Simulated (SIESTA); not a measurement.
Runs of SIESTA 5.4.2 on RbBr. The structure is cubic, space group Fm-3m (No. 225). Conventional cell: a = 6.854 Å, b = 6.854 Å, c = 6.854 Å, α = 90.00°, β = 90.00°, γ = 90.00°. Rb (site symmetry m-3m) has 6 Br at 3.43 Å as nearest neighbours. Br (site symmetry m-3m) has 6 Rb at 3.43 Å as nearest neighbours. 

```tsv
task	level	potentials or basis	broadening (eV)	window to (eV)	polarisation	direction	optical mesh offset	gap on the mesh (eV)	pressure (GPa)
band structure	LDA	PseudoDojo 0.4 standard (LDA files), DZP (energy shift 0.003 Ry; two zetas on semicore shells; d shell added on Rb)	-	-	-	-	-	4.04	-1.2
band structure	PBEsol	PseudoDojo 0.4 standard (PBEsol files), DZP (energy shift 0.003 Ry; two zetas on semicore shells; d shell added on Rb)	-	-	-	-	-	(a)	0.0
optical spectrum	PBE	PseudoDojo 0.4 standard (PBE files), DZP (energy shift 0.003 Ry; two zetas on semicore shells; d shell added on Rb)	0.1 eV	40 eV	unpolarized	0.0 0.0 1.0	true	4.45	1.0
band structure	PBE	PseudoDojo 0.4 standard (PBE files), DZP (energy shift 0.003 Ry; two zetas on semicore shells; d shell added on Rb)	-	-	-	-	-	4.45	1.0
```

Alike in all rows: no spin polarisation; cell as given; k mesh 7 × 7 × 7; smearing fermi-dirac 0.05 eV; grid cutoff 500 Ry; energy shift 0.003 Ry.

Estimate the missing entries.

(a) 4.30.

Caveats: the basis of atomic orbitals isn't converged, which shifts pressures, moduli and gaps; spectra need much finer meshes, so this one isn't converged (some runs); independent-particle spectra lack excitons (some runs); an odd mesh through Γ misses points on the zone boundary, where band edges often lie (some runs).

A k mesh can miss the band edges, and the runs leave out spin-orbit coupling on Br, Rb.
